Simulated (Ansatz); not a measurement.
## Cu2O (Cuprite): single point with PBE

**What was measured.**

“Importance of surface oxygen vacancies for ultrafast hot carrier relaxation and transport in Cu2O”, 2021, arxiv:2103.03167 quotes, for a bulk crystal of Cu2O: band gap 2.17 eV (direct).

Cu2O (Cuprite):

```xyz
6
Lattice="4.2600 0.0000 0.0000 0.0000 4.2600 0.0000 0.0000 0.0000 4.2600" Properties=species:S:1:pos:R:3 pbc="T T T"
Cu    3.1950    1.0650    3.1950
Cu    3.1950    3.1950    1.0650
Cu    1.0650    3.1950    3.1950
Cu    1.0650    1.0650    1.0650
O     2.1300    2.1300    2.1300
O     0.0000    0.0000    0.0000
```

| Quantity | Value |
| --- | --- |
| Program | Ansatz 0.2.0 |
| Task | single point |
| Functional | PBE |
| Potentials or basis | Ansatz PAW |
| Cutoff | 420 eV (not typed: the program's choice for these potentials) |
| k mesh | 6 × 6 × 6 |
| Occupations | gaussian, width 0.02 eV |
| Spin | no spin polarisation |

```json
{
 "Pressure": "3.2 GPa",
 "Band gap on the k mesh": "0.53 eV, direct"
}
```

Levels at points of the mesh, in eV from the valence-band top:
| k point | band 40 | band 41 | band 42 | band 43 | band 44 | band 45 | band 46 | band 47 | band 48 | band 49 |
| --- | --- | --- | --- | --- | --- | --- | --- | --- | --- | --- |
| (0.00, 0.00, 0.00) | -1.55 | -1.55 | 0.00 | 0.00 | 0.00 | 0.53 | 1.21 | 1.21 | 7.91 | 7.91 |
| (0.00, 0.00, -0.50) | -1.67 | -1.20 | -1.20 | -0.39 | -0.39 | 2.25 | 2.25 | 4.21 | 4.21 | 7.39 |
| (0.00, -0.50, -0.50) | -1.48 | -1.21 | -1.21 | -0.66 | -0.66 | 1.90 | 1.90 | 3.83 | 3.83 | 6.79 |
| (-0.50, -0.50, -0.50) | -1.61 | -0.99 | -0.57 | -0.57 | -0.57 | 2.42 | 2.42 | 2.42 | 4.87 | 4.87 |

It took 13 s on 2 threads of Intel(R) Xeon(R) Processor @ 2.50GHz (Skylake/Cascade Lake) (shared host), peak memory 0.41 GiB.

Measured gap of Cu2O: 2.17 eV (direct; quoted in “Importance of surface oxygen vacancies for ultrafast hot carrier relaxation and transport in Cu2O”, 2021, arxiv:2103.03167). This calculation gives 0.53 eV (-1.64 eV). So large a miss can be the level of theory's own, or it may mean another phase, state or a wrong row. The value is that of PBE on a finite k mesh, which can miss the band edges, without temperature or zero-point motion. Semilocal functionals fall short of measured gaps as a rule.

Caveat: the pressure holds a Pulay correction of +0.4 GPa for the finite cutoff.
